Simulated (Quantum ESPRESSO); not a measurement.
# NiO (P1) in Quantum ESPRESSO: convergence with density cutoff

Aim: find how far density cutoff must go before the results for NiO settle, at LDA. This setting moves, with any that are tied to it; all else stays.

Program: Quantum ESPRESSO 7.5. These are calculated values, not measurements. Logs are shortened: lines on timing, memory, paths and dates and some standing lists are left out, and cuts for length are marked.

## Step 1: The cell of the first run

The typed cell holds 2 atoms: a = 2.505 Å, b = 2.505 Å, c = 2.505 Å, α = 90.00°, β = 90.00°, γ = 90.00°.

The cell comes from a database or a generator and needn't be the stable form of this composition.

The cell isn't the ideal one: atoms moved at random, drawn with an rms of 0.1 Å.

## Step 2: With density cutoff 180 Ry

pw.in reads:

```
&CONTROL
  calculation = 'scf'
  prefix = 'pwscf'
  outdir = './tmp'
  pseudo_dir = './pseudo'
  tprnfor = .true.
  tstress = .true.
  disk_io = 'nowf'
/
&SYSTEM
  ibrav = 0
  nat = 2
  ntyp = 2
  ecutwfc = 45
  ecutrho = 180
  nbnd = 22
  occupations = 'smearing'
  smearing = 'fd'
  degauss = 0.00999582
  nspin = 2
  starting_magnetization(1) = 0.0556
  starting_magnetization(2) = 0
/
&ELECTRONS
  conv_thr = 4d-10
  electron_maxstep = 120
  mixing_beta = 0.3
/
ATOMIC_SPECIES
Ni    58.6934 ni_lda_v1.4.uspp.F.UPF
O     15.9990 o_lda_v1.2.uspp.F.UPF
CELL_PARAMETERS angstrom
   2.5046153800    0.0000000000    0.0000000000
   0.0000000000    2.5046153800    0.0000000000
   0.0000000000    0.0000000000    2.5046153800
ATOMIC_POSITIONS crystal
Ni    -0.0396140000    0.0235140000   -0.0146540000
O      0.4702320000    0.4991770000    0.5262880000
K_POINTS automatic
8 8 8 0 0 0
```

Potentials or basis: GBRV 1.5 LDA.

Run with:

```console
> OMP_NUM_THREADS=1 pw.x -in pw.in > pw.out
```

It took 2.8 min on 1 thread of Arm Neoverse V1, shared host; peak memory 0.14 GiB.

Results:

```
Free energy                                           : -5106.9474 eV
Pressure                                              : 6.8 GPa
Largest force                                         : 0.050 eV/Å
Band gap on the k mesh                                : none (metal or under the smearing width)
Net moment                                            : 0.86 μB per cell
Absolute moment                                       : 0.89 μB per cell
Site moments                                          : Ni +0.67; O +0.19 μB
Valence electrons inside the program's atomic spheres : Ni 15.69; O 5.53
```

## Step 3: With density cutoff 225 Ry

Changes to pw.in since step 2:

```diff
@@ -14,3 +14,3 @@
   ecutwfc = 45
-  ecutrho = 180
+  ecutrho = 225
   nbnd = 22
```

Potentials or basis: GBRV 1.5 LDA.

Run with:

```console
> OMP_NUM_THREADS=1 pw.x -in pw.in > pw.out
```

It took 2.8 min on 1 thread of Arm Neoverse V1, shared host; peak memory 0.14 GiB.

What came out:

```yaml
Free_energy: -5106.9473 eV
Pressure: 6.7 GPa
Largest_force: 0.050 eV/Å
Band_gap_on_the_k_mesh: none (metal or under the smearing width)
Net_moment: 0.87 μB per cell
Absolute_moment: 0.89 μB per cell
Site_moments: Ni +0.67; O +0.19 μB
Valence_electrons_inside_the_program's_atomic_spheres: Ni 15.69; O 5.53
```

## Step 4: With density cutoff 270 Ry

Changes to pw.in since step 3:

```diff
@@ -14,3 +14,3 @@
   ecutwfc = 45
-  ecutrho = 225
+  ecutrho = 270
   nbnd = 22
```

Run with:

```console
> OMP_NUM_THREADS=1 pw.x -in pw.in > pw.out
```

Run time: 2.8 min. Hardware: 1 thread of Arm Neoverse V1, shared host; peak memory 0.15 GiB.

What came out:

```yaml
Free_energy: -5106.9473 eV
Pressure: 6.7 GPa
Largest_force: 0.050 eV/Å
Band_gap_on_the_k_mesh: none (metal or under the smearing width)
Net_moment: 0.87 μB per cell
Absolute_moment: 0.89 μB per cell
Site_moments: Ni +0.67; O +0.19 μB
Valence_electrons_inside_the_program's_atomic_spheres: Ni 15.69; O 5.53
```

## Step 5: With density cutoff 315 Ry

Changes to pw.in since step 4:

```diff
@@ -14,3 +14,3 @@
   ecutwfc = 45
-  ecutrho = 270
+  ecutrho = 315
   nbnd = 22
```

Run with:

```console
> OMP_NUM_THREADS=1 pw.x -in pw.in > pw.out
```

Run time: 2.9 min. Hardware: 1 thread of Arm Neoverse V1, shared host; peak memory 0.15 GiB.

What came out:

```yaml
Free_energy: -5106.9474 eV
Pressure: 6.7 GPa
Largest_force: 0.050 eV/Å
Band_gap_on_the_k_mesh: none (metal or under the smearing width)
Net_moment: 0.87 μB per cell
Absolute_moment: 0.89 μB per cell
Site_moments: Ni +0.67; O +0.19 μB
Valence_electrons_inside_the_program's_atomic_spheres: Ni 15.69; O 5.53
```

## Step 6: With density cutoff 360 Ry

Changes to pw.in since step 5:

```diff
@@ -14,3 +14,3 @@
   ecutwfc = 45
-  ecutrho = 315
+  ecutrho = 360
   nbnd = 22
```

Potentials or basis: GBRV 1.5 LDA.

Run with:

```console
> OMP_NUM_THREADS=1 pw.x -in pw.in > pw.out
```

Wall time 2.9 min (1 thread of Arm Neoverse V1, shared host); peak memory 0.16 GiB.

It converged, with:

| Item | Value |
| --- | --- |
| Free energy | -5106.9474 eV |
| Pressure | 6.7 GPa |
| Largest force | 0.050 eV/Å |
| Band gap on the k mesh | none (metal or under the smearing width) |
| Net moment | 0.87 μB per cell |
| Absolute moment | 0.89 μB per cell |
| Site moments | Ni +0.67; O +0.19 μB |
| Valence electrons inside the program's atomic spheres | Ni 15.69; O 5.53 |

## Step 7: With density cutoff 450 Ry

Changes to pw.in since step 6:

```diff
@@ -14,3 +14,3 @@
   ecutwfc = 45
-  ecutrho = 360
+  ecutrho = 450
   nbnd = 22
```

Run with:

```console
> OMP_NUM_THREADS=1 pw.x -in pw.in > pw.out
```

Wall time 2.9 min (1 thread of Arm Neoverse V1, shared host); peak memory 0.2 GiB.

The run converged. Its results:

```
Free energy                                           : -5106.9474 eV
Pressure                                              : 6.7 GPa
Largest force                                         : 0.050 eV/Å
Band gap on the k mesh                                : none (metal or under the smearing width)
Net moment                                            : 0.87 μB per cell
Absolute moment                                       : 0.89 μB per cell
Site moments                                          : Ni +0.67; O +0.19 μB
Valence electrons inside the program's atomic spheres : Ni 15.69; O 5.53
```

## Step 8: With density cutoff 540 Ry

Changes to pw.in since step 7:

```diff
@@ -14,3 +14,3 @@
   ecutwfc = 45
-  ecutrho = 450
+  ecutrho = 540
   nbnd = 22
```

Run with:

```console
> OMP_NUM_THREADS=1 pw.x -in pw.in > pw.out
```

Run time: 2.9 min. Hardware: 1 thread of Arm Neoverse V1, shared host; peak memory 0.23 GiB.

The run converged. Its results:

* Free energy: -5106.9474 eV
* Pressure: 6.7 GPa
* Largest force: 0.050 eV/Å
* Band gap on the k mesh: none (metal or under the smearing width)
* Net moment: 0.87 μB per cell
* Absolute moment: 0.89 μB per cell
* Site moments: Ni +0.67; O +0.19 μB
* Valence electrons inside the program's atomic spheres: Ni 15.69; O 5.53

## Step 9: With density cutoff 720 Ry

Changes to pw.in since step 8:

```diff
@@ -14,3 +14,3 @@
   ecutwfc = 45
-  ecutrho = 540
+  ecutrho = 720
   nbnd = 22
```

Potentials or basis: GBRV 1.5 LDA.

Run with:

```console
> OMP_NUM_THREADS=1 pw.x -in pw.in > pw.out
```

pw.out:

```text
This program is part of the open-source Quantum ESPRESSO suite
     for quantum simulation of materials; please cite
[... 6 lines left out ...]
     --------------------
     sticks:   dense  smooth     PW     G-vecs:    dense   smooth      PW
     Sum        1281     325    109                34505     4385     895

     Using Slab Decomposition

     bravais-lattice index     =            0
     lattice parameter (alat)  =       4.7330  a.u.
     unit-cell volume          =     106.0278 (a.u.)^3
     number of atoms/cell      =            2
     number of atomic types    =            2
     number of electrons       =        24.00
     number of Kohn-Sham states=           22
     kinetic-energy cutoff     =      45.0000  Ry
     charge density cutoff     =     720.0000  Ry
     scf convergence threshold =      4.0E-10
     mixing beta               =       0.3000
     number of iterations used =            8  plain     mixing
     Exchange-correlation= SLA  PZ   NOGX NOGC
                           (   1   1   0   0   0   0   0)

     celldm(1)=   4.733037  celldm(2)=   0.000000  celldm(3)=   0.000000
     celldm(4)=   0.000000  celldm(5)=   0.000000  celldm(6)=   0.000000

     crystal axes: (cart. coord. in units of alat)
               a(1) = (   1.000000   0.000000   0.000000 )
               a(2) = (   0.000000   1.000000   0.000000 )
               a(3) = (   0.000000   0.000000   1.000000 )

     reciprocal axes: (cart. coord. in units 2 pi/alat)
               b(1) = (  1.000000  0.000000  0.000000 )
               b(2) = (  0.000000  1.000000  0.000000 )
               b(3) = (  0.000000  0.000000  1.000000 )

     PseudoPot. # 1 for Ni read from file:
     ni_lda_v1.4.uspp.F.UPF
     Pseudo is Ultrasoft + core correction, Zval = 18.0
     Generated by new atomic code, or converted to UPF format
     Using radial grid of  865 points,  6 beta functions with:
                l(1) =   0
                l(2) =   0
                l(3) =   1
                l(4) =   1
                l(5) =   2
                l(6) =   2
     Q(r) pseudized with 10 coefficients,  rinner =    0.980   0.980   0.980
                                                       0.980   0.980

     PseudoPot. # 2 for O  read from file:
     o_lda_v1.2.uspp.F.UPF
     Pseudo is Ultrasoft + core correction, Zval =  6.0
     Generated by new atomic code, or converted to UPF format
     Using radial grid of  737 points,  5 beta functions with:
                l(1) =   0
                l(2) =   0
                l(3) =   1
                l(4) =   1
                l(5) =   2
     Q(r) pseudized with  8 coefficients,  rinner =    0.900   0.900   0.900
                                                       0.900   0.900

     atomic species   valence    mass     pseudopotential
     Ni               18.00    58.69340     Ni( 1.00)
     O                 6.00    15.99900     O ( 1.00)

     Starting magnetic structure
     atomic species   magnetization
     Ni              0.056
     O               0.000

     No symmetry found

   Cartesian axes

     site n.     atom                  positions (alat units)
         1        Ni     tau(   1) = (  -0.0396140   0.0235140  -0.0146540  )
         2        O      tau(   2) = (   0.4702320   0.4991770   0.5262880  )

     number of k points=   260  Fermi-Dirac smearing, width (Ry)=  0.0100

     Number of k-points >= 100: set verbosity='high' to print them.

     Dense  grid:    34505 G-vectors     FFT dimensions: (  45,  45,  45)

     Smooth grid:     4385 G-vectors     FFT dimensions: (  24,  24,  24)

     Check: negative core charge=   -0.000005
     Generating pointlists ...
     new r_m :   0.3395 (alat units)  1.6067 (a.u.) for type    1
     new r_m :   0.3395 (alat units)  1.6067 (a.u.) for type    2

     Initial potential from superposition of free atoms

     starting charge      22.0000, renormalised to      24.0000
     Starting wfcs are   17 randomized atomic wfcs +    5 random wfcs

     Self-consistent Calculation

     iteration #  1     ecut=    45.00 Ry     beta= 0.30
     Davidson diagonalization with overlap
     ethr =  1.00E-02,  avg # of iterations =  5.7

     total energy              =    -366.44740370 Ry
     estimated scf accuracy    <      29.88615935 Ry

     total magnetization       =     0.69 Bohr mag/cell
     absolute magnetization    =     0.69 Bohr mag/cell

     iteration #  2     ecut=    45.00 Ry     beta= 0.30
     Davidson diagonalization with overlap
     ethr =  1.00E-02,  avg # of iterations =  2.9

     total energy              =    -374.36448600 Ry
     estimated scf accuracy    <      11.83561619 Ry

     total magnetization       =     0.04 Bohr mag/cell
     absolute magnetization    =     0.07 Bohr mag/cell

     iteration #  3     ecut=    45.00 Ry     beta= 0.30
     Davidson diagonalization with overlap
     ethr =  1.00E-02,  avg # of iterations =  2.0

     total energy              =    -375.27911908 Ry
     estimated scf accuracy    <       0.26627331 Ry

     total magnetization       =     0.35 Bohr mag/cell
     absolute magnetization    =     0.36 Bohr mag/cell

     iteration #  4     ecut=    45.00 Ry     beta= 0.30
     Davidson diagonalization with overlap
     ethr =  1.11E-03,  avg # of iterations =  1.3

     total energy              =    -375.32123601 Ry
     estimated scf accuracy    <       0.20197149 Ry

     total magnetization       =     0.91 Bohr mag/cell
     absolute magnetization    =     0.92 Bohr mag/cell

     iteration #  5     ecut=    45.00 Ry     beta= 0.30
     Davidson diagonalization with overlap
     ethr =  8.42E-04,  avg # of iterations =  1.0

     total energy              =    -375.35379373 Ry
     estimated scf accuracy    <       0.01910674 Ry

     total magnetization       =     0.58 Bohr mag/cell
     absolute magnetization    =     0.59 Bohr mag/cell

     iteration #  6     ecut=    45.00 Ry     beta= 0.30
     Davidson diagonalization with overlap
     ethr =  7.96E-05,  avg # of iterations =  1.2

     total energy              =    -375.35279791 Ry
     estimated scf accuracy    <       0.00625466 Ry

     total magnetization       =     0.62 Bohr mag/cell
     absolute magnetization    =     0.64 Bohr mag/cell

     iteration #  7     ecut=    45.00 Ry     beta= 0.30
     Davidson diagonalization with overlap
     ethr =  2.61E-05,  avg # of iterations =  1.1

     total energy              =    -375.35360981 Ry
     estimated scf accuracy    <       0.00022759 Ry

     total magnetization       =     0.69 Bohr mag/cell
     absolute magnetization    =     0.70 Bohr mag/cell
[... 58 lines left out ...]
     total magnetization       =     0.85 Bohr mag/cell
     absolute magnetization    =     0.87 Bohr mag/cell

     iteration # 14     ecut=    45.00 Ry     beta= 0.30
     Davidson diagonalization with overlap
     ethr =  7.57E-08,  avg # of iterations =  1.5

     total energy              =    -375.35370956 Ry
     estimated scf accuracy    <       0.00000007 Ry

     total magnetization       =     0.87 Bohr mag/cell
     absolute magnetization    =     0.89 Bohr mag/cell

     iteration # 15     ecut=    45.00 Ry     beta= 0.30
     Davidson diagonalization with overlap
     ethr =  2.72E-10,  avg # of iterations =  2.0

     total energy              =    -375.35370976 Ry
     estimated scf accuracy    <       0.00000002 Ry

     total magnetization       =     0.86 Bohr mag/cell
     absolute magnetization    =     0.89 Bohr mag/cell

     iteration # 16     ecut=    45.00 Ry     beta= 0.30
     Davidson diagonalization with overlap
     ethr =  9.33E-11,  avg # of iterations =  1.5

     total energy              =    -375.35370978 Ry
     estimated scf accuracy    <          1.3E-09 Ry

     total magnetization       =     0.87 Bohr mag/cell
     absolute magnetization    =     0.89 Bohr mag/cell

     iteration # 17     ecut=    45.00 Ry     beta= 0.30
     Davidson diagonalization with overlap
     ethr =  5.62E-12,  avg # of iterations =  2.0

     total energy              =    -375.35370979 Ry
     estimated scf accuracy    <          4.4E-10 Ry

     total magnetization       =     0.86 Bohr mag/cell
     absolute magnetization    =     0.89 Bohr mag/cell

     iteration # 18     ecut=    45.00 Ry     beta= 0.30
     Davidson diagonalization with overlap
     ethr =  1.82E-12,  avg # of iterations =  1.5

     Magnetic moment per site  (integrated on atomic sphere of radius R)
     atom   1 (R=0.339)  charge= 15.6884  magn=  0.6687
     atom   2 (R=0.339)  charge=  5.5332  magn=  0.1938

     End of self-consistent calculation

     Number of k-points >= 100: set verbosity='high' to print the bands.

     the Fermi energy is    16.7270 ev

!    total energy              =    -375.35370979 Ry
     estimated scf accuracy    <          3.5E-11 Ry
     smearing contrib. (-TS)   =      -0.01170212 Ry
     internal energy E=F+TS    =    -375.34200767 Ry

     The total energy is F=E-TS. E is the sum of the following terms:
     one-electron contribution =    -195.45550586 Ry
     hartree contribution      =     114.57407036 Ry
     xc contribution           =     -42.28115919 Ry
     ewald contribution        =    -252.17941298 Ry

     total magnetization       =     0.87 Bohr mag/cell
     absolute magnetization    =     0.89 Bohr mag/cell

     convergence has been achieved in  18 iterations

     Forces acting on atoms (cartesian axes, Ry/au):

     atom    1 type  1   force =     0.00063112   -0.00128932    0.00129566
     atom    2 type  2   force =    -0.00063112    0.00128932   -0.00129566

     Total force =     0.002735     Total SCF correction =     0.000015

     Computing stress (Cartesian axis) and pressure

          total   stress  (Ry/bohr**3)                   (kbar)     P=       67.50
   0.00046433  -0.00000885   0.00001231           68.31       -1.30        1.81
  -0.00000885   0.00045976  -0.00002746           -1.30       67.63       -4.04
   0.00001231  -0.00002746   0.00045245            1.81       -4.04       66.56

=------------------------------------------------------------------------------=
   JOB DONE.
=------------------------------------------------------------------------------=
```

It took 3 min on 1 thread of Arm Neoverse V1, shared host; peak memory 0.25 GiB.

Results:

```yaml
Free_energy: -5106.9474 eV
Pressure: 6.7 GPa
Largest_force: 0.050 eV/Å
Band_gap_on_the_k_mesh: none (metal or under the smearing width)
Net_moment: 0.87 μB per cell
Absolute_moment: 0.89 μB per cell
Site_moments: Ni +0.67; O +0.19 μB
Valence_electrons_inside_the_program's_atomic_spheres: Ni 15.69; O 5.53
```

## Step 10: Result

| density cutoff | energy less the tightest run, at zero smearing (meV/atom) | SCF cycles | CPU time (s) | peak memory (GiB) |
| --- | --- | --- | --- | --- |
| 180 Ry | 0.01 | 18 | 170 | 0.14 |
| 225 Ry | 0.06 | 18 | 170 | 0.14 |
| 270 Ry | 0.05 | 18 | 170 | 0.15 |
| 315 Ry | 0.01 | 18 | 170 | 0.15 |
| 360 Ry | 0.01 | 18 | 170 | 0.16 |
| 450 Ry | -0.01 | 18 | 170 | 0.2 |
| 540 Ry | -0.01 | 18 | 170 | 0.23 |
| 720 Ry | 0.00 | 18 | 180 | 0.25 |

Against the tightest run, the energy stays within 1 meV/atom from 180 Ry on. The tightest run that finished is the yardstick and may itself not be fully converged.

Caveats: a cell with one magnetic atom can't hold antiferromagnetic order, which such compounds often take; semilocal functionals often make such compounds metallic where correlation or magnetic order opens a gap, which also shifts bond lengths.
